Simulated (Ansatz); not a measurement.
The system is BaS.

```
Ba S
1.0
     0.00000    3.19375    3.19375
     3.19375    0.00000    3.19375
     3.19375    3.19375    0.00000
Ba S
1 1
Direct
  0.00000 0.00000 0.00000
  0.50000 0.50000 0.50000
```

```yaml
Program: Ansatz 0.2.0
Task: relaxation of cell and atoms
Functional: RPBE
Dispersion: D3(BJ)
Potentials_or_basis: Ansatz PAW
Cutoff: "420 eV (not typed: the program's choice for these potentials)"
k_mesh: 7 × 7 × 7
Occupations: fermi-dirac, width 0.05 eV
Spin: no spin polarisation
```

At the start: volume 32.58 Å³/atom.

Question: How do energy, volume and symmetry change on relaxing?

Answer: It ends after 6 steps and the volume is 25.97 Å³/atom (-20.3 %); space group Fm-3m (No. 225, to 0.05 Å).

The path:
| step | energy change (eV) | largest force (eV/Å) | volume (Å³) |
| --- | --- | --- | --- |
| 1 | 0.0000 | 0.0000 | 65.15 |
| 2 | -0.4802 | 0.0000 | 56.08 |
| 3 | -0.5253 | 0.0000 | 49.65 |
| 4 | -0.5522 | 0.0000 | 52.26 |
| 5 | -0.5528 | 0.0000 | 51.94 |
| 6 | -0.5524 | 0.0000 | 51.94 |

Final structure:
```
CELL_PARAMETERS angstrom
0.00000 2.96133 2.96133
2.96133 0.00000 2.96133
2.96133 2.96133 0.00000
ATOMIC_POSITIONS crystal
Ba 0.00000 0.00000 0.00000
S 0.50000 0.50000 0.50000
```

Caveat: the volume moved by over 15 % at a fixed basis, so the end points are rough; the plane-wave basis is chosen anew once the cell has moved, so the energies of steps on either side of that aren't comparable; the volume moved by -20 % from the deposited cell, more than functionals usually miss; the PAW data sets come from PBE, with cores solved anew for the run's functional, which leaves a small shift of forces and pressure.
